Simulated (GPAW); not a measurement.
**Ballistic transport through a Bi chain with one Ge atom in line, cheap and dear**

Aim: T(E), conductance and thermopower of a Bi chain with one Ge atom in line, and what cheaper settings cost in accuracy.

Method: GPAW LCAO, PAW setups; Landauer transmission from Green's functions with principal layers (ASE), zero bias, in GPAW 26.7.0.

## 1. Starting point

The cell holds 9 atoms: 8 Bi and 1 Ge. Its edges and angles: a = 9.000 Å, b = 9.000 Å, c = 25.548 Å, α = 90.0°, β = 90.0°, γ = 90.0°. Regions: left lead, 4 atoms (4 Bi); channel, 1 atom (1 Ge); right lead, 4 atoms (4 Bi). Vacuum lies along a and b. The structure is stacked along c, and the current runs across the ab planes.

Coordinates:

```cif
data_structure
_symmetry_space_group_name_H-M 'P 1'
_symmetry_Int_Tables_number 1
_cell_length_a 9.0000
_cell_length_b 9.0000
_cell_length_c 25.5482
_cell_angle_alpha 90.000
_cell_angle_beta 90.000
_cell_angle_gamma 90.000
_cell_volume 2069.40
loop_
_atom_site_label
_atom_site_type_symbol
_atom_site_fract_x
_atom_site_fract_y
_atom_site_fract_z
_atom_site_occupancy
Bi1 Bi 0.50000 0.50000 0.05676 1
Bi2 Bi 0.50000 0.50000 0.17027 1
Bi3 Bi 0.50000 0.50000 0.28378 1
Bi4 Bi 0.50000 0.50000 0.39729 1
Ge5 Ge 0.50000 0.50000 0.50000 1
Bi6 Bi 0.50000 0.50000 0.60271 1
Bi7 Bi 0.50000 0.50000 0.71622 1
Bi8 Bi 0.50000 0.50000 0.82973 1
Bi9 Bi 0.50000 0.50000 0.94324 1
```

## 2. Double-zeta polarised basis

Localised orbitals split the wire into layers that couple to their neighbours alone, which is what the Green's function method needs; double zeta with polarisation is the usual level for numbers.

run.py reads:

```python
import json
import numpy as np
from ase import Atoms
from ase.transport.calculators import TransportCalculator
from gpaw import GPAW, FermiDirac
from gpaw.lcao.tools import get_lcao_hamiltonian
from scipy.linalg import eigh

# The junction with lead layers at both ends, along the third cell vector
device = Atoms(
    ['Bi', 'Bi', 'Bi', 'Bi', 'Ge', 'Bi', 'Bi', 'Bi', 'Bi'],
    positions=[
        [4.50000, 4.50000, 1.45000],
        [4.50000, 4.50000, 4.35000],
        [4.50000, 4.50000, 7.25000],
        [4.50000, 4.50000, 10.15000],
        [4.50000, 4.50000, 12.77410],
        [4.50000, 4.50000, 15.39820],
        [4.50000, 4.50000, 18.29820],
        [4.50000, 4.50000, 21.19820],
        [4.50000, 4.50000, 24.09820]],
    cell=[[9.0, 0.0, 0.0], [0.0, 9.0, 0.0], [0.0, 0.0, 25.5482]],
    pbc=True)

# One principal layer of the lead: the first 2 atoms of the device
lead = Atoms(
    ['Bi', 'Bi'],
    positions=[
        [4.50000, 4.50000, 1.45000],
        [4.50000, 4.50000, 4.35000]],
    cell=[[9.0, 0.0, 0.0], [0.0, 9.0, 0.0], [0.0, 0.0, 5.8]],
    pbc=True)

settings = dict(mode='lcao', basis='dzp', xc='PBE', h=0.2,
                occupations=FermiDirac(0.1), maxiter=250,
                mixer=dict(beta=0.1, nmaxold=8, weight=100.0),
                convergence=dict(density=0.0001))
energies = np.arange(-2, 2 + 1e-9, 0.05)
eta = 0.0001
n1, n2 = 1, 1
# k and -k transmit alike, so half of the mesh across the current serves
mesh = [(i, j) for i in range(n1) for j in range(n2) if (i, j) <= (-i % n1, -j % n2)]
weights = np.array([1 if (i, j) == (-i % n1, -j % n2) else 2 for i, j in mesh]) / (n1 * n2)

# [... helper functions left out ...]
fermi_lead = ground_state(lead, (1, 1, 19), 'lead.txt')
fermi_device = ground_state(device, (1, 1, 3), 'device.txt')
# [... loop over the mesh left out, but for ...]
        # Shift the lead onto the potential of the device's first layer
        shift = ((H[:, 0, 0] - H0[:, 0, 0]) / S0[0, 0]).real.mean()
# [...]
kT = 8.617333e-5 * 300
bias = [0.1, 0.2, 0.5, 1.0, 1.5, 2.0]
# [... integrals and printing left out ...]
```

On the command line:

```sh
$ OMP_NUM_THREADS=1 OPENBLAS_NUM_THREADS=1 python run.py
```

Log:

```text
basis functions: device 197, principal layer 46
Fermi level: lead -2.8498 eV, device -2.9180 eV; lead shifted by -0.0124 eV
largest coupling past the next layer 5.83e-06 eV, largest misfit of the first layer 0.040 eV
  E-E_F (eV)   T (one spin)  [channel counts left out]
    -2.000    9.7873e-01
    -1.950    9.7840e-01
    -1.900    9.7810e-01
    -1.850    9.7783e-01
    -1.800    9.7759e-01
    -1.750    9.7737e-01
    -1.700    9.7718e-01
    -1.650    9.7701e-01
    -1.600    9.7687e-01
    -1.550    9.7674e-01
    -1.500    9.7663e-01
    -1.450    9.7654e-01
    -1.400    1.6673e+00
    -1.350    2.2389e+00
    -1.300    2.5124e+00
    -1.250    2.6308e+00
[...]
1.650    1.5743e+00
     1.700    1.3721e+00
     1.750    1.1064e+00
     1.800    9.8644e-01
     1.850    9.8687e-01
     1.900    9.8730e-01
     1.950    9.8773e-01
     2.000    9.8816e-01
conductance at 300 K: 2.9005 G0 a cell; thermopower 0.3254 uV/K
current from the zero-bias T(E) at 0.1 V: 22.471 uA
current from the zero-bias T(E) at 0.2 V: 44.934 uA
current from the zero-bias T(E) at 0.5 V: 112.17 uA
current from the zero-bias T(E) at 1.0 V: 223.15 uA
current from the zero-bias T(E) at 1.5 V: 331.52 uA
current from the zero-bias T(E) at 2.0 V: 435.75 uA
```

Elapsed: 49 s, on 1 thread of Intel Xeon Platinum 8259CL at 2.50GHz (Skylake/Cascade Lake), shared host; peak memory 0.87 GiB.

Numbers from this step:

| Quantity | Value |
| --- | --- |
| conductance | 2.900 G₀ |
| largest coupling past the next principal layer | 5.83e-6 eV |
| largest misfit of the first principal layer | 0.04048 eV |
| shift that aligns the lead | -0.01242 eV |
| basis functions of the junction | 197 |
| basis functions of a principal layer | 46 |
| transmission at the Fermi level (one spin) | 2.901 |

One spin. Transmission, zone mean against energy, zero at the Fermi level:

```
energy (eV)  transmission, zone mean
      -2.00                    0.979
      -1.85                    0.978
      -1.70                    0.977
      -1.60                    0.977
      -1.45                    0.977
      -1.30                     2.51
      -1.15                     2.71
      -1.05                     2.75
      -0.90                     2.81
      -0.75                     2.86
      -0.60                     2.90
      -0.50                     2.91
      -0.35                     2.92
      -0.30                     2.92
      -0.20                     2.92
      -0.05                     2.91
       0.00                     2.90
       0.05                     2.89
       0.20                     2.87
       0.35                     2.82
       0.50                     2.77
       0.60                     2.72
       0.75                     2.64
       0.90                     2.55
       1.05                     2.45
       1.15                     2.37
       1.30                     2.24
       1.45                     2.05
       1.60                     1.73
       1.70                     1.37
       1.85                    0.987
       2.00                    0.988
```

Not self-consistent under bias; the bias window is split evenly. Table of current through one cell, from the zero-bias transmission by bias:

```
bias (V)  current through one cell, from the zero-bias transmission (μA)
   0.100                                                            22.5
   0.200                                                            44.9
   0.500                                                             112
   1.000                                                             223
   1.500                                                             332
   2.000                                                             436
```

Table of transmission of the three most open eigenchannels by energy, zero at the Fermi level:

```
energy (eV)  channel 1  channel 2  channel 3
      -2.00      0.979    9.6e-12          0
      -1.85      0.978    9.4e-12          0
      -1.70      0.977    9.3e-12          0
      -1.60      0.977    9.1e-12    2.3e-12
      -1.45      0.977     1.5e-6     1.5e-6
      -1.30      0.976      0.768      0.768
      -1.15      0.976      0.869      0.869
      -1.05      0.976      0.888      0.888
      -0.90      0.976      0.916      0.916
      -0.75      0.976      0.943      0.943
      -0.60      0.976      0.960      0.960
      -0.50      0.976      0.967      0.967
      -0.35      0.977      0.971      0.971
      -0.20      0.977      0.971      0.971
      -0.05      0.977      0.965      0.965
       0.00      0.977      0.962      0.962
       0.05      0.977      0.958      0.958
       0.20      0.977      0.944      0.944
       0.35      0.978      0.923      0.923
       0.50      0.978      0.894      0.894
       0.60      0.979      0.871      0.871
       0.75      0.979      0.831      0.831
       0.90      0.980      0.785      0.785
       1.05      0.981      0.733      0.733
       1.15      0.981      0.695      0.695
       1.30      0.982      0.626      0.626
       1.45      0.984      0.531      0.531
       1.60      0.985      0.374      0.374
       1.70      0.986      0.193      0.193
       1.85      0.987     3.9e-9     3.9e-9
       2.00      0.988    3.5e-10    3.5e-10
```

Couplings past the next layer reach 5.8e-6 eV, small enough to drop; the matrix elements of the cell's first layer differ from the bulk lead's by up to 0.040 eV. That layer keeps its own values in the calculation, and only beyond it is the lead taken as perfect. The Fermi levels of lead and junction count from different zeros of potential, one for each periodic cell; with both set to zero, the small remaining shift is what aligns them. Without spin-orbit coupling, which is large for these atoms, channel counts and T are those of the scalar-relativistic bands. By hand: G = 2.900 × 77.48 μS = 225 μS, a resistance of 4.45 kΩ; at 0.1 V a linear junction would pass 22.5 μA, and the integral over the bias window gives 22.5 μA.

## 3. Single-zeta polarised basis

One radial function a shell plus polarisation makes the matrices smaller; the question is what that costs.

Changes to run.py since step 2:

```diff
@@ -33,3 +33,3 @@
 
-settings = dict(mode='lcao', basis='dzp', xc='PBE', h=0.2,
+settings = dict(mode='lcao', basis='szp(dzp)', xc='PBE', h=0.2,
                 occupations=FermiDirac(0.1), maxiter=250,
```

Log:

```text
basis functions: device 121, principal layer 28
Fermi level: lead -2.9434 eV, device -3.0491 eV; lead shifted by -0.0160 eV
largest coupling past the next layer 5.79e-06 eV, largest misfit of the first layer 0.040 eV
  E-E_F (eV)   T (one spin)  [channel counts left out]
    -2.000    9.8300e-01
    -1.950    9.8264e-01
    -1.900    9.8230e-01
    -1.850    9.8199e-01
    -1.800    9.8171e-01
    -1.750    9.8145e-01
    -1.700    9.8121e-01
    -1.650    9.8098e-01
    -1.600    9.8078e-01
    -1.550    9.8060e-01
    -1.500    9.8043e-01
    -1.450    1.0040e+00
    -1.400    1.6013e+00
    -1.350    2.2069e+00
    -1.300    2.5213e+00
    -1.250    2.6525e+00
[...]
1.650    1.5929e+00
     1.700    1.3837e+00
     1.750    1.1012e+00
     1.800    9.8649e-01
     1.850    9.8689e-01
     1.900    9.8729e-01
     1.950    9.8770e-01
     2.000    9.8811e-01
conductance at 300 K: 2.9069 G0 a cell; thermopower 0.3045 uV/K
current from the zero-bias T(E) at 0.1 V: 22.521 uA
current from the zero-bias T(E) at 0.2 V: 45.034 uA
current from the zero-bias T(E) at 0.5 V: 112.44 uA
current from the zero-bias T(E) at 1.0 V: 223.75 uA
current from the zero-bias T(E) at 1.5 V: 332.54 uA
current from the zero-bias T(E) at 2.0 V: 437.15 uA
```

It took 40 s on 1 thread; peak memory 0.85 GiB.

Numbers from this step:

```yaml
conductance: 2.907 G₀
largest_coupling_past_the_next_principal_layer: 5.79e-6 eV
largest_misfit_of_the_first_principal_layer: 0.04049 eV
shift_that_aligns_the_lead: -0.01596 eV
basis_functions_of_the_junction: 121
basis_functions_of_a_principal_layer: 28
transmission_at_the_fermi_level_one_spin: 2.907
```

One spin. The transmission, zone mean by energy, zero at the Fermi level:

```
energy (eV)  transmission, zone mean
      -2.00                    0.983
      -1.85                    0.982
      -1.70                    0.981
      -1.60                    0.981
      -1.45                     1.00
      -1.30                     2.52
      -1.15                     2.73
      -1.05                     2.77
      -0.90                     2.82
      -0.75                     2.87
      -0.60                     2.91
      -0.50                     2.92
      -0.35                     2.93
      -0.30                     2.93
      -0.20                     2.92
      -0.05                     2.91
       0.00                     2.91
       0.05                     2.90
       0.20                     2.87
       0.35                     2.83
       0.50                     2.78
       0.60                     2.73
       0.75                     2.65
       0.90                     2.55
       1.05                     2.45
       1.15                     2.37
       1.30                     2.24
       1.45                     2.06
       1.60                     1.75
       1.70                     1.38
       1.85                    0.987
       2.00                    0.988
```

Not self-consistent under bias; the bias window is split evenly. Current through one cell, from the zero-bias transmission against bias:

```
bias (V)  current through one cell, from the zero-bias transmission (μA)
   0.100                                                            22.5
   0.200                                                            45.0
   0.500                                                             112
   1.000                                                             224
   1.500                                                             333
   2.000                                                             437
```

Transmission of the three most open eigenchannels against energy, zero at the Fermi level:

```
energy (eV)  channel 1  channel 2 = channel 3
      -2.00      0.983                      0
      -1.90      0.982                      0
      -1.80      0.982                      0
      -1.70      0.981                      0
      -1.55      0.981                2.6e-11
      -1.45      0.980                 0.0119
      -1.35      0.980                  0.613
      -1.25      0.980                  0.836
      -1.15      0.980                  0.878
      -1.05      0.979                  0.894
      -0.90      0.979                  0.922
      -0.80      0.979                  0.940
      -0.70      0.979                  0.954
      -0.60      0.979                  0.964
      -0.50      0.979                  0.970
      -0.40      0.979                  0.973
      -0.25      0.979                  0.973
      -0.15      0.979                  0.971
      -0.05      0.979                  0.967
       0.00      0.979                  0.964
       0.05      0.979                  0.961
       0.15      0.979                  0.953
       0.25      0.979                  0.942
       0.40      0.979                  0.919
       0.50      0.979                  0.899
       0.60      0.980                  0.876
       0.70      0.980                  0.849
       0.80      0.980                  0.819
       0.90      0.981                  0.787
       1.05      0.981                  0.735
       1.15      0.982                  0.697
       1.25      0.982                  0.654
       1.35      0.983                  0.603
       1.45      0.984                  0.538
       1.55      0.985                  0.446
       1.70      0.986                  0.199
       1.80      0.986                 2.9e-8
       1.90      0.987                 1.2e-9
       2.00      0.988                3.3e-10
```

The conductance, 2.91 G₀, lies 0.2 % above that of the dzp run.

## 4. GPAW, sz: basis = "sz(dzp)"

One function for each valence shell of the setup, as for a first survey of a large system.

Changes to run.py since step 3:

```diff
@@ -33,3 +33,3 @@
 
-settings = dict(mode='lcao', basis='szp(dzp)', xc='PBE', h=0.2,
+settings = dict(mode='lcao', basis='sz(dzp)', xc='PBE', h=0.2,
                 occupations=FermiDirac(0.1), maxiter=250,
```

Log:

```text
basis functions: device 76, principal layer 18
Fermi level: lead -2.7774 eV, device -2.9067 eV; lead shifted by -0.0158 eV
largest coupling past the next layer 5.43e-06 eV, largest misfit of the first layer 0.029 eV
  E-E_F (eV)   T (one spin)  [channel counts left out]
    -2.000    9.8238e-01
    -1.950    9.8208e-01
    -1.900    9.8180e-01
[...]
1.950    9.8656e-01
     2.000    9.8696e-01
conductance at 300 K: 2.9208 G0 a cell; thermopower 0.2648 uV/K
current from the zero-bias T(E) at 0.1 V: 22.629 uA
current from the zero-bias T(E) at 0.2 V: 45.252 uA
current from the zero-bias T(E) at 0.5 V: 113.01 uA
current from the zero-bias T(E) at 1.0 V: 225.12 uA
current from the zero-bias T(E) at 1.5 V: 335.07 uA
current from the zero-bias T(E) at 2.0 V: 441.19 uA
```

Wall time 31 s (1 thread); peak memory 0.81 GiB.

Numbers from this step:

| Item | Value |
| --- | --- |
| conductance | 2.921 G₀ |
| largest coupling past the next principal layer | 5.43e-6 eV |
| largest misfit of the first principal layer | 0.02858 eV |
| shift that aligns the lead | -0.01579 eV |
| basis functions of the junction | 76 |
| basis functions of a principal layer | 18 |
| transmission at the Fermi level (one spin) | 2.921 |

The conductance, 2.92 G₀, lies 0.7 % above that of the dzp run.

## 5. revPBE in the dzp basis: xc = "revPBE"

Back in the dzp basis, the functional changes from PBE to revPBE, to set the spread between functionals beside that between bases.

Changes to run.py since step 4:

```diff
@@ -33,3 +33,3 @@
 
-settings = dict(mode='lcao', basis='sz(dzp)', xc='PBE', h=0.2,
+settings = dict(mode='lcao', basis='dzp', xc='revPBE', h=0.2,
                 occupations=FermiDirac(0.1), maxiter=250,
```

Log:

```text
basis functions: device 197, principal layer 46
Fermi level: lead -2.7681 eV, device -2.8373 eV; lead shifted by -0.0119 eV
largest coupling past the next layer 5.82e-06 eV, largest misfit of the first layer 0.041 eV
  E-E_F (eV)   T (one spin)  [channel counts left out]
    -2.000    9.7770e-01
    -1.950    9.7736e-01
    -1.900    9.7705e-01
[...]
1.950    9.8705e-01
     2.000    9.8750e-01
conductance at 300 K: 2.8996 G0 a cell; thermopower 0.3379 uV/K
current from the zero-bias T(E) at 0.1 V: 22.464 uA
current from the zero-bias T(E) at 0.2 V: 44.92 uA
current from the zero-bias T(E) at 0.5 V: 112.14 uA
current from the zero-bias T(E) at 1.0 V: 223.07 uA
current from the zero-bias T(E) at 1.5 V: 331.41 uA
current from the zero-bias T(E) at 2.0 V: 435.65 uA
```

Run time: 46 s. Hardware: 1 thread; peak memory 0.87 GiB.

Numbers from this step:

```yaml
conductance: 2.900 G₀
largest_coupling_past_the_next_principal_layer: 5.82e-6 eV
largest_misfit_of_the_first_principal_layer: 0.04059 eV
shift_that_aligns_the_lead: -0.01191 eV
basis_functions_of_the_junction: 197
basis_functions_of_a_principal_layer: 46
transmission_at_the_fermi_level_one_spin: 2.900
```

The conductance equals that of the dzp run to 0.2 %.

## 6. All levels side by side

Times are for 1 thread of Intel Xeon Platinum 8259CL at 2.50GHz (Skylake/Cascade Lake), shared host. The series side by side:

```
no.         run  conductance (G₀)  time  memory (GiB)
  1         dzp             2.900  49 s          0.87
  2         szp             2.907  40 s          0.85
  3          sz             2.921  31 s          0.81
  4  dzp revPBE             2.900  46 s          0.87
```

(Part 1 of 2 ends here.)

[Logs are printed without paths, hosts, clocks, repeated set-up lines and the standing remarks that a program may print on its own settings, such as how far it seeks lower states.]

[Hosts, paths, dates, database ids (printed as entryN), source tags and the programs' standing remarks are cut or masked in the printed files.]
